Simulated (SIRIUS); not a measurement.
**Moving the dispersion correction in Bi**

It takes space group R-3m (No. 166, trigonal). The conventional cell has a = 4.535 Å, b = 4.535 Å, c = 11.814 Å, α = 90.00°, β = 90.00°, γ = 120.00°. Bi (site symmetry 3m) has 6 Bi at 3.06 to 3.52 Å as nearest neighbours.

Kept alike: task equation of state; functional PBE; k mesh 6 × 6 × 6; occupations fermi-dirac, width 0.05 eV; no spin polarisation. Program: SIRIUS, all-electron FP-LAPW, apw+lo standard, cutoff 157 eV. The mesh is that of the run's cell of 2 atoms. No spin-orbit coupling.

| dispersion correction | volume (Å³/atom) | bulk modulus (GPa) |
| --- | --- | --- |
| D3(zero) | 35.737 | 49.0 |
| D3(BJ) | 35.097 | 49.3 |
| D4 | 35.044 | 49.7 |
| none | 36.681 | 43.8 |

For a metal such a mesh leaves the last digits unconverged. Volume and modulus come from cells scaled at fixed shape and fractions; off cubic symmetry such a modulus can lie above the relaxed one.

The volume runs from 35.044 (D4) to 36.681 Å³/atom (none). Against no correction: D3(zero) -2.6 %; D3(BJ) -4.3 %; D4 -4.5 %. Dispersion terms mostly attract and so lower the volume; the schemes' coefficients and damping set how far. The bulk modulus runs from 43.8 (none) to 49.7 GPa (D4).
